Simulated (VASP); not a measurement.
These are PBE GGA, VASP's PBE PAW potentials (set 64) (plane waves; VASP) values and carry that method's errors.

Input for VASP

KPOINTS:
```
Automatic mesh
0
Gamma
5 5 5
0 0 0
```

**INCAR**
```
SYSTEM = NaBr
PREC = Accurate; ENCUT = 300; LREAL = F
LASPH = T
EDIFF = 1E-6; NELM = 100; ALGO = Normal
LMAXMIX = 4
ISMEAR = -1; SIGMA = 0.01
GGA = PE
ISIF = 2
LWAVE = F; LCHARG = F
```

File POSCAR:
```
NaBr
1
    0.0000000000     2.9645020000     2.9645020000
    2.9645020000     0.0000000000     2.9645020000
    2.9645020000     2.9645020000     0.0000000000
Na Br
1 1
Direct
  0.0000000000   0.0000000000   0.0000000000
  0.5000000000   0.5000000000   0.5000000000
```

POTCAR, in this order: Na_pv Br (PBE.64 set). Program: vasp_std.

The resulting files:

### OSZICAR
```
       N       E                     dE             d eps       ncg     rms          rms(c)
DAV:   1     0.690905160908E+02    0.69091E+02   -0.55253E+03   228   0.817E+02
DAV:   2    -0.469109333581E+00   -0.69560E+02   -0.66048E+02   250   0.211E+02
DAV:   3    -0.613456599470E+01   -0.56655E+01   -0.56444E+01   259   0.628E+01
DAV:   4    -0.622864738422E+01   -0.94081E-01   -0.94013E-01   267   0.927E+00
DAV:   5    -0.623006853649E+01   -0.14212E-02   -0.14211E-02   256   0.103E+00    0.165E+00
DAV:   6    -0.611756039097E+01    0.11251E+00   -0.18390E-01   247   0.275E+00    0.103E+00
DAV:   7    -0.610643743738E+01    0.11123E-01   -0.86120E-02   253   0.185E+00    0.569E-01
DAV:   8    -0.611008989713E+01   -0.36525E-02   -0.60703E-03   229   0.787E-01    0.107E-01
DAV:   9    -0.611006385976E+01    0.26037E-04   -0.98191E-05   265   0.103E-01    0.532E-02
DAV:  10    -0.611011804451E+01   -0.54185E-04   -0.94387E-05   226   0.947E-02    0.999E-03
DAV:  11    -0.611011817091E+01   -0.12639E-06   -0.71123E-06   244   0.308E-02
   1 F= -.61101182E+01 E0= -.61101182E+01  d E =-.152406E-14
```

OUTCAR:
```
------------------------ aborting loop because EDIFF is reached ----------------------------------------
  FORCE on cell =-STRESS in cart. coord.  units (eV):
  Direction    XX          YY          ZZ          XY          YZ          ZX
  --------------------------------------------------------------------------------------
  Total        0.3790423      0.3790423      0.3790423     -0.0000000      0.0000000     -0.0000000
  in kB       11.6550199     11.6550199     11.6550199     -0.0000000      0.0000000     -0.0000000
  external PRESSURE =      11.6550199 kB  Pullay stress =       0.0000000 kB
  volume of cell :       52.11
      direct lattice vectors                 reciprocal lattice vectors
     0.000000000  2.964502000  2.964502000    -0.168662393  0.168662393  0.168662393
     2.964502000  0.000000000  2.964502000     0.168662393 -0.168662393  0.168662393
     2.964502000  2.964502000  0.000000000     0.168662393  0.168662393 -0.168662393
 POSITION                                       TOTAL-FORCE (eV/Angst)
 -----------------------------------------------------------------------------------
      0.00000      0.00000      0.00000        -0.000000     -0.000000     -0.000000
      2.96450      2.96450      2.96450         0.000000      0.000000      0.000000
 -----------------------------------------------------------------------------------
    total drift:                                0.000000     -0.000000     -0.000000
  FREE ENERGIE OF THE ION-ELECTRON SYSTEM (eV)
  ---------------------------------------------------
  free  energy   TOTEN  =        -6.1101181709 eV

  energy  without entropy=       -6.1101181709  energy(sigma->0) =       -6.11011817
```
(Selected blocks of OUTCAR.)

At this cut-off the stress carries a Pulay error, which pulls relaxed volumes low.

The structure comes from a computed database's NaBr entry; how it stands against other phases isn't given here. The cell was not relaxed at this level.
